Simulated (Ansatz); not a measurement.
An elastic constant from a strain scan in Li

Method: DFT PBE+D3(BJ), scalar-relativistic, plane waves, PAW (Ansatz). Cutoff 420 eV, Γ-centred 24×24×12 k-points, Gaussian smearing of 0.15 eV. No spin polarisation. Energies are free energies at this smearing, counted from the undisturbed cell; pressure is positive in compression.

Reference structure (relaxed at this level; this form isn't the usual structure):

```yaml
crystal:
  lattice:
    - [2.95316, 0.00000, 0.00000]
    - [-1.47658, 2.55751, 0.00000]
    - [0.00000, 0.00000, 4.84408]
  atoms:
    - { symbol: Li, position: [0.33333, 0.66667, 0.25000] }
    - { symbol: Li, position: [0.66667, 0.33333, 0.75000] }
```

The cell is strained by ε times the Voigt pattern (0, 0, 0, 0, 1, 0) (xx, yy, zz, yz, xz, xy; engineering shear) with fractional coordinates fixed. The cell holds 2 atoms in V0 = 36.59 Å³. The stress column is τ = (1/V0) dE/dε, got from the stress tensor σ (compression positive) at each point as −det(1 + εP) σ : P(1 + εP)⁻¹, with P the pattern as a tensor.

| ε | ΔE (meV/atom) | τ (GPa) |
| --- | --- | --- |
| -0.0600 | ? | ? |
| -0.0300 | 0.302 | -0.175 |
| 0.0000 | 0.000 | 0.000 |
| 0.0150 | 0.076 | 0.089 |
| 0.0450 | 0.672 | 0.257 |

Task: Which combination of elastic constants does this scan measure, and how large is it?

Result: For small ε, τ = τ0 + Kε with K = pᵀCp, which for this pattern is C55 in the Cartesian frame shown. The parabola through τ at ε = -0.0300, 0 and 0.0150 has slope K = 5.9 GPa at zero. The energies per cell, E = NΔE, of the same two points give K = 2[E(ε₊)/ε₊ − E(ε₋)/ε₋]/[(ε₊ − ε₋)V0] = 5.9 GPa, in agreement. These are clamped-ion values.

Task: Predict the withheld row at ε = -0.0600 from the harmonic law, and compare.

Result: ΔE = V0(τ0 ε + Kε²/2)/N = 1.208 meV/atom and τ = -0.35 GPa. The calculation gives 1.181 meV/atom and -0.34 GPa, a miss of 2.3 % of the harmonic energy, so the harmonic law still holds here.

In a metal these slopes depend on the k mesh and the smearing.